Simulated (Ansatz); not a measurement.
# Thickness series of a CoSi2/ZnS/NiSi2 junction, part 6 of 6

Wanted: T(E), the conductance and its decay constant for CoSi2/ZnS/NiSi2. The lower electrode is CoSi2 fluorite(111) turned by 180 degrees (type B), the upper one NiSi2 fluorite(111); the barrier is ZnS zinc blende(111) (whole bilayers). In the first transport cell, after relaxation, the nearest pair of electrode and barrier is Si–S at 2.34 Å, along the normal, at the lower face and Si–Zn at 2.47 Å, along the normal, at the upper one. All share a net of side 3.822 Å, which strains the lower electrode by +0.8 %, the upper one by -0.5 % and the barrier by -0.8 %, against typed lattice constants near PBE's. The first steps treat the bulk electrodes alone.

Ansatz 0.2.0; PBE DFT, plane waves, PAW files (the session's first sound run).

So far, transmission at the Fermi level (a spin, zone mean): step 5 (T(E) of the junction) 0.00868; step 6 (conductance on a fine mesh, atomic planes in the barrier 4, gap between the …) 0.0360; step 7 (conductance on a fine mesh, 57 atoms) 0.00841; step 8 (conductance, atomic planes in the barrier 8, gap between the electrodes 15.1 Å) 0.00203; step 9 (conductance on a fine mesh, atomic planes in the barrier 12, gap between the …) 9.9e-5. Also channels of the lower lead: step 5 1.27; step 7 1.33.

## (10) Conductance on a fine mesh, atomic planes in the barrier 14, gap between the electrodes 24.58 Å

Level of this step: PBE DFT, plane waves, PAW files; ballistic transmission by layer matching between semi-infinite leads (Ansatz).

System of this step: CoSi2/ZnS/NiSi2. The cell holds 65 atoms: 9 Co, 34 Si, 7 S, 7 Zn and 8 Ni. Cell: a = 3.822 Å, b = 3.822 Å, c = 89.323 Å, α = 90.0°, β = 90.0°, γ = 120.0°. Regions: left electrode, 26 atoms (9 Co and 17 Si); barrier, 14 atoms (7 S and 7 Zn); right electrode, 25 atoms (17 Si and 8 Ni). Vacuum lies along c.

Barrier layers are added or taken out in the middle, and the relaxed faces stay.

input.yaml reads:

```yaml
crystal:
  lattice:
    - [3.822, 0.0, 0.0]
    - [-1.911, 3.3099490933, 0.0]
    - [0.0, 0.0, 89.3233769536]
  atoms:
    - { symbol: Co, position: [0.33333333, 0.66666667, 0.0783669431] }
    - { symbol: Si, position: [0.0, 0.0, 0.0868168381] }
    - { symbol: Si, position: [0.33333333, 0.66666667, 0.1043350803] }
    - { symbol: Co, position: [0.0, 0.0, 0.1127849753] }
    - { symbol: Si, position: [0.66666667, 0.33333333, 0.1212348703] }
    - { symbol: Si, position: [0.0, 0.0, 0.1387531125] }
    - { symbol: Co, position: [0.66666667, 0.33333333, 0.1472030075] }
    - { symbol: Si, position: [0.33333333, 0.66666667, 0.1556529025] }
    - { symbol: Si, position: [0.66666667, 0.33333333, 0.1731711447] }
    - { symbol: Co, position: [0.33333333, 0.66666667, 0.1816210397] }
    - { symbol: Si, position: [0.0, 0.0, 0.1900709346] }
    - { symbol: Si, position: [0.33333333, 0.66666667, 0.2075891769] }
    - { symbol: Co, position: [0.0, 0.0, 0.2160390718] }
    - { symbol: Si, position: [0.66666667, 0.33333333, 0.2244889668] }
    - { symbol: Si, position: [0.0, 0.0, 0.242007209] }
    - { symbol: Co, position: [0.66666667, 0.33333333, 0.250457104] }
    - { symbol: Si, position: [0.33333333, 0.66666667, 0.258906999] }
    - { symbol: Si, position: [0.66666667, 0.33333333, 0.2764252412] }
    - { symbol: Co, position: [0.33333333, 0.66666667, 0.2848751362] }
    - { symbol: Si, position: [0.0, 0.0, 0.2933250312] }
    - { symbol: Si, position: [0.33333333, 0.66666667, 0.3108432734] }
    - { symbol: Co, position: [0.0, 0.0, 0.3192931684] }
    - { symbol: Si, position: [0.66666667, 0.33333333, 0.3277430634] }
    - { symbol: Si, position: [0.0, 0.0, 0.3452613056] }
    - { symbol: Co, position: [0.66666667, 0.33333333, 0.3537112006] }
    - { symbol: Si, position: [0.33333333, 0.66666667, 0.363142234] }
    - { symbol: S, position: [0.33333333, 0.66666667, 0.3893554521] }
    - { symbol: Zn, position: [0.66666667, 0.33333333, 0.3984130374] }
    - { symbol: S, position: [0.66666667, 0.33333333, 0.4245956382] }
    - { symbol: Zn, position: [0.0, 0.0, 0.4337628163] }
    - { symbol: S, position: [0.0, 0.0, 0.4599528854] }
    - { symbol: Zn, position: [0.33333333, 0.66666667, 0.4691200635] }
    - { symbol: S, position: [0.33333333, 0.66666667, 0.4953101327] }
    - { symbol: Zn, position: [0.66666667, 0.33333333, 0.5044773107] }
    - { symbol: S, position: [0.66666667, 0.33333333, 0.5306673799] }
    - { symbol: Zn, position: [0.0, 0.0, 0.539834558] }
    - { symbol: S, position: [0.0, 0.0, 0.5660246271] }
    - { symbol: Zn, position: [0.33333333, 0.66666667, 0.5751918052] }
    - { symbol: S, position: [0.33333333, 0.66666667, 0.6013818743] }
    - { symbol: Zn, position: [0.66666667, 0.33333333, 0.6106772476] }
    - { symbol: Si, position: [0.66666667, 0.33333333, 0.6383120718] }
    - { symbol: Ni, position: [0.0, 0.0, 0.6464730878] }
    - { symbol: Si, position: [0.33333333, 0.66666667, 0.6555320037] }
    - { symbol: Si, position: [0.0, 0.0, 0.6729415325] }
    - { symbol: Ni, position: [0.33333333, 0.66666667, 0.6820004484] }
    - { symbol: Si, position: [0.66666667, 0.33333333, 0.6910593643] }
    - { symbol: Si, position: [0.33333333, 0.66666667, 0.7084688931] }
    - { symbol: Ni, position: [0.66666667, 0.33333333, 0.717527809] }
    - { symbol: Si, position: [0.0, 0.0, 0.7265867249] }
    - { symbol: Si, position: [0.66666667, 0.33333333, 0.7439962537] }
    - { symbol: Ni, position: [0.0, 0.0, 0.7530551696] }
    - { symbol: Si, position: [0.33333333, 0.66666667, 0.7621140855] }
    - { symbol: Si, position: [0.0, 0.0, 0.7795236144] }
    - { symbol: Ni, position: [0.33333333, 0.66666667, 0.7885825303] }
    - { symbol: Si, position: [0.66666667, 0.33333333, 0.7976414462] }
    - { symbol: Si, position: [0.33333333, 0.66666667, 0.815050975] }
    - { symbol: Ni, position: [0.66666667, 0.33333333, 0.8241098909] }
    - { symbol: Si, position: [0.0, 0.0, 0.8331688068] }
    - { symbol: Si, position: [0.66666667, 0.33333333, 0.8505783356] }
    - { symbol: Ni, position: [0.0, 0.0, 0.8596372515] }
    - { symbol: Si, position: [0.33333333, 0.66666667, 0.8686961674] }
    - { symbol: Si, position: [0.0, 0.0, 0.8861056963] }
    - { symbol: Ni, position: [0.33333333, 0.66666667, 0.8951646122] }
    - { symbol: Si, position: [0.66666667, 0.33333333, 0.9042235281] }
    - { symbol: Si, position: [0.33333333, 0.66666667, 0.9216330569] }
kpoints:
  mp_grid: { grid: [8, 8, 1] }
scf:
  occupations: { method: fermi_dirac, width: 0.1 }
  max_iter: 150
hamiltonian:
  xc: pbe
output:
  transmission:
    kmesh: [24, 24]
    e_range: [-0.26, 0.27]
    de: 0.0375
    leads: [[11, 14], [51, 54]]
```

Command:

```sh
$ ansatz run input.yaml --threads 8 --pin off --max-ram 24576MiB --backend cpu --events-out ev --progress --plain --runs-dir out
```

Numbers of over 12 decimals in the logs are rounded to 6 here.

What it wrote:

```text
[...]
Crystal: 65 atoms, lattice volume = 1129.997 Å³
Basis set: ecut = 420 eV, 22079 PW (Γ)
Bands: 345, of which v1, the nominal top of the filled ones, is band 280 counted from 1 (279 counted from 0)
Symmetry: 6 space group operations
[...]
k-points: 10 of 64 (time reversal used)
[...]
channels       : 1.328125e0 a spin
[...]
slowest decay  : 0.0430 /Å at (0.4167, 0.0417)
[...]
filled         : 18.5 meV under the level at which it is neutral
    channels       : 1.019097e0 a spin
[...]
slowest decay  : 0.0272 /Å at (0.2917, 0.1667)
  junction   : crystal 0 to crystal 1, 20.83 to 68.85 Å
    transmission   : 2.455987e-5 a spin
[...]
resistance     : 7.0323e1 Ω µm² beyond half of each lead's own
[key lines of the parts left out:]
SCF converged after 13 iterations
Free energy (F): -144045.723862 eV
Fermi energy:    8.592219 eV
```

The job ended after 4.7 min (8 threads of Arm Neoverse V2, shared host; peak memory 13 GiB).

One spin. Transmission, zone mean against energy, zero at the Fermi level:

| energy (eV) | transmission, zone mean |
| --- | --- |
| -0.260 | 1.0e-5 |
| -0.223 | 1.0e-5 |
| -0.185 | 1.2e-5 |
| -0.147 | 1.3e-5 |
| -0.110 | 1.5e-5 |
| -0.072 | 2.0e-5 |
| -0.035 | 1.9e-5 |
| 0.003 | 2.5e-5 |
| 0.040 | 2.5e-5 |
| 0.077 | 2.9e-5 |
| 0.115 | 3.4e-5 |
| 0.152 | 4.2e-5 |
| 0.190 | 5.5e-5 |
| 0.228 | 7.7e-5 |
| 0.265 | 1.3e-4 |

G = 1.4e10 S/m² (1/G = 70.3 Ω µm²), 0.25 times the step before of this kind. The largest error estimate is 28 %, from the mesh across the current. In the worse lead the potential repeats within 7.6 meV, which the program lets pass, though it still puts 8.1 % of error on the junction's conductance through them.

## (11) Side by side

Times are for 8 threads of Arm Neoverse V2, shared host. The series side by side:

| no. | gap between the electrodes (Å) | junction conductance (S/m²) | resistance-area product beyond the leads (Ω um²) | time | memory (GiB) |
| --- | --- | --- | --- | --- | --- |
| 1 | 8.79 | 2.40e13 | 0.04033 | 3.1 min | 9.4 |
| 2 | 11.95 | 4.97e12 | 0.1999 | 3.9 min | 10 |
| 3 | 15.1 | 1.10e12 | 0.9100 | 4.2 min | 11 |
| 4 | 21.42 | 5.59e10 | 17.90 | 4.4 min | 12 |
| 5 | 24.58 | 1.42e10 | 70.32 | 4.7 min | 13 |

The runs together. The transmission, zone mean by energy, zero at the Fermi level:

| energy (eV) | 8.79 | 11.95 | 15.1 | 21.42 | 24.58 |
| --- | --- | --- | --- | --- | --- |
| -0.260 | 0.0222 | 0.00428 | 8.8e-4 | 4.3e-5 | 1.0e-5 |
| -0.223 | 0.0283 | 0.00642 | 9.7e-4 | 4.5e-5 | 1.0e-5 |
| -0.185 | 0.0316 | 0.00490 | 0.00106 | 5.0e-5 | 1.2e-5 |
| -0.147 | 0.0296 | 0.00778 | 0.00156 | 5.9e-5 | 1.3e-5 |
| -0.110 | 0.0441 | 0.00662 | 0.00134 | 6.2e-5 | 1.5e-5 |
| -0.072 | 0.0407 | 0.00820 | 0.00184 | 8.8e-5 | 2.0e-5 |
| -0.035 | 0.0438 | 0.00818 | 0.00169 | 7.7e-5 | 1.9e-5 |
| 0.003 | 0.0360 | 0.00841 | 0.00203 | 9.9e-5 | 2.5e-5 |
| 0.040 | 0.0362 | 0.00746 | 0.00161 | 9.4e-5 | 2.5e-5 |
| 0.077 | 0.0427 | 0.00821 | 0.00185 | 1.1e-4 | 2.9e-5 |
| 0.115 | 0.0404 | 0.00846 | 0.00199 | 1.2e-4 | 3.4e-5 |
| 0.152 | 0.0467 | 0.00968 | 0.00218 | 1.5e-4 | 4.2e-5 |
| 0.190 | 0.0472 | 0.0102 | 0.00249 | 1.8e-4 | 5.5e-5 |
| 0.228 | 0.0427 | 0.00946 | 0.00263 | 2.3e-4 | 7.7e-5 |
| 0.265 | 0.0445 | 0.0113 | 0.00343 | 3.6e-4 | 1.3e-4 |

## (12) Decay with thickness

This step: Fit of the logarithm of the conductance against the barrier's thickness, from PBE DFT, plane waves, PAW files (Ansatz 0.2.0).

No new run: the logarithm is fitted against the thickness.

Numbers from this step:

| Property | Result |
| --- | --- |
| decay constant of the conductance | 0.47 Å⁻¹ |
| r.m.s. misfit of ln G | 0.05 |

From the end points alone, β = ln(2.4e+13 / 1.42e+10) / 15.79 Å = 7.43 / 15.79 Å = 0.47 Å⁻¹.

## (13) What came out

- 1/G at 8.79 Å gap: 0.0417 Ω um²
- 1/G at 24.6 Å gap: 70.3 Ω um²
- decay constant β: 0.47 Å⁻¹

**Reading.** A fit of ln G against d gives β = 0.47 Å⁻¹, and step by step the slopes are 0.50, 0.48, 0.47 and 0.43 Å⁻¹. They agree within a fifth, so G falls as one exponential, by a factor of ten every 4.9 Å. At the Fermi level the layers of the barrier in the wide-window run (6 planes) hold from 0.014 to 0.15 states an eV and atom. A semilocal functional narrows gaps, which tends to make the decay too slow. The program's largest error estimate on these conductances is 28 %, from the mesh across the current, in the run that gave 1.4e10 S/m². No spin-orbit coupling, phonons, disorder or image charges enter; the interfaces are ordered, one cell wide and lattice-matched by strain. Semilocal gaps are too small, which can bring a band edge of the barrier nearer to the Fermi level than it is.

[Logs are printed without paths, hosts, clocks, repeated set-up lines and the standing remarks that a program may print on its own settings, such as how far it seeks lower states.]

[Hosts, paths, dates, database ids (printed as entryN), source tags and the programs' standing remarks are cut or masked in the printed files.]
